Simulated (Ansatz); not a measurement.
WS2, 3 atoms in the cell. The structure is trigonal, space group R3m (No. 160). The conventional cell has a = 3.158 Å, b = 3.158 Å, c = 18.490 Å, α = 90.00°, β = 90.00°, γ = 120.00°. W (site symmetry 3m) is surrounded by 6 S at 2.39 to 2.42 Å. S (site symmetry 3m) has 3 W at 2.42 Å as nearest neighbours. S (site symmetry 3m) is surrounded by 3 W at 2.39 Å. Measurements of this composition are mostly on another form, of space group No. 194.

```yaml
Program: Ansatz 0.2.0
Task: band structure
Functional: PBE0
Dispersion: D3(BJ)
Potentials_or_basis: Ansatz PAW
Cutoff: "420 eV (not typed: the program's choice for these potentials)"
k_mesh: 5 × 5 × 5
Occupations: fermi-dirac, width 0.05 eV
Spin: no spin polarisation
Path: "[[\"G\", \"L\", \"B1\"], [\"B\", \"Z\", \"G\", \"X\"], [\"Q\", \"F\", \"P1\", \"Z\"], [\"L\", \"P\"]]"
Points_for_each_segment_of_the_path: 4
```

Potentials or basis: Ansatz PAW.

Run with:

```bash
$ ansatz run input.yaml --threads 2 --pin off --max-ram 5632MiB --backend cpu --events-out ev --progress --plain --runs-dir out
```

Hardware: 2 threads of Intel(R) Xeon(R) Processor @ 2.50GHz (Skylake/Cascade Lake), with other jobs on the host.

Question: How long does it take, and how much memory?

Answer: It took 15 min on 2 threads of Intel(R) Xeon(R) Processor @ 2.50GHz (Skylake/Cascade Lake), with other jobs on the host, peak memory 1.2 GiB. Counts: scf iterations 19, plane waves 1011, k points 19, bands 20.
